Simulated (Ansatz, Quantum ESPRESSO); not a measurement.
This is a calculation of Te2Mo for Ansatz 0.2.0. 

input.yaml

```yaml
crystal:
  lattice:
    - [3.5182, 0.0, 0.0]
    - [-1.7591, 3.0468505756, 0.0]
    - [0.0, 0.0, 13.9736]
  atoms:
    - { symbol: Te, position: [0.6666666667, 0.3333333333, 0.379] }
    - { symbol: Te, position: [0.3333333333, 0.6666666667, 0.879] }
    - { symbol: Te, position: [0.6666666667, 0.3333333333, 0.121] }
    - { symbol: Te, position: [0.3333333333, 0.6666666667, 0.621] }
    - { symbol: Mo, position: [0.6666666667, 0.3333333333, 0.75] }
    - { symbol: Mo, position: [0.3333333333, 0.6666666667, 0.25] }
hamiltonian:
  xc: pbe
  pseudopotentials: { kind: paw }
kpoints:
  mp_grid: { grid: [9, 9, 2] }
scf:
  occupations: { method: fermi_dirac, width: 0.05 }
basis:
  ecutwfc: "600 eV"
output:
  forces: true
  stress: true
  eigenvalues: true
```

Potentials or basis: Ansatz PAW.

Run with:

```console
$ ansatz run input.yaml --threads 2 --pin off --max-ram 5120MiB --backend cpu --events-out ev --progress --plain --runs-dir out
```

Task: Translate it to Quantum ESPRESSO 7.5 (ASE script). Potentials or basis there: SSSP 1.3 efficiency PBE, cutoff 816 eV.

Result: As run (cutoffs and basis follow the program's own potentials, and thresholds, step limits or extra output files can differ):

run.py

```python
import numpy as np
from ase.calculators.espresso import Espresso, EspressoProfile
from ase.io import read

atoms = read('Te2Mo.xyz')

input_data = {
    'control': {'calculation': 'scf', 'prefix': 'pwscf', 'outdir': './tmp', 'tprnfor': True, 'tstress': True, 'disk_io': 'nowf'},
    'system': {'ecutwfc': 60.0, 'ecutrho': 440.0, 'nbnd': 36, 'occupations': 'smearing', 'smearing': 'fd', 'degauss': 0.00367493},
    'electrons': {'conv_thr': 1.2e-09, 'electron_maxstep': 120, 'mixing_beta': 0.5},
}
pseudopotentials = {'Te': 'Te_pbe_v1.uspp.F.UPF', 'Mo': 'Mo_ONCV_PBE-1.0.oncvpsp.upf'}
profile = EspressoProfile(command='mpirun -n 2 pw.x -nk 2', pseudo_dir='pseudo')
dft = Espresso(profile=profile, input_data=input_data, pseudopotentials=pseudopotentials, kpts=(9, 9, 2), koffset=(0, 0, 0))
atoms.calc = dft

print(f'energy {atoms.get_potential_energy():.8f} eV')
print('forces (eV/A)')
print(np.round(atoms.get_forces(), 6))
print('stress (eV/A^3, Voigt)')
print(np.round(atoms.get_stress(), 8))
print(f'Fermi level {dft.get_fermi_level():.4f} eV')
```

Contents of Te2Mo.xyz:

```xyz
6
Lattice="3.5182000000 0.0000000000 0.0000000000 -1.7591000000 3.0468505756 0.0000000000 0.0000000000 0.0000000000 13.9736000000" Properties=species:S:1:pos:R:3 pbc="T T T"
Te     1.7591000002      1.0156168584      5.2959944000
Te    -0.0000000002      2.0312337172     12.2827944000
Te     1.7591000002      1.0156168584      1.6908056000
Te    -0.0000000002      2.0312337172      8.6776056000
Mo     1.7591000002      1.0156168584     10.4802000000
Mo    -0.0000000002      2.0312337172      3.4934000000
```

Potentials or basis: SSSP 1.3 efficiency PBE.

The run is started by

```console
$ OMP_NUM_THREADS=1 python run.py
```

Both were run:

|  | Ansatz | Quantum ESPRESSO |
| --- | --- | --- |
| Pressure | 2.9 GPa | 3.8 GPa |

Ansatz's pressure holds a Pulay term of +0.00 GPa for its cutoff of 600 eV, which the other run lacks.

The potentials hold 92 and 52 valence electrons a cell.

Pressure is positive in compression.
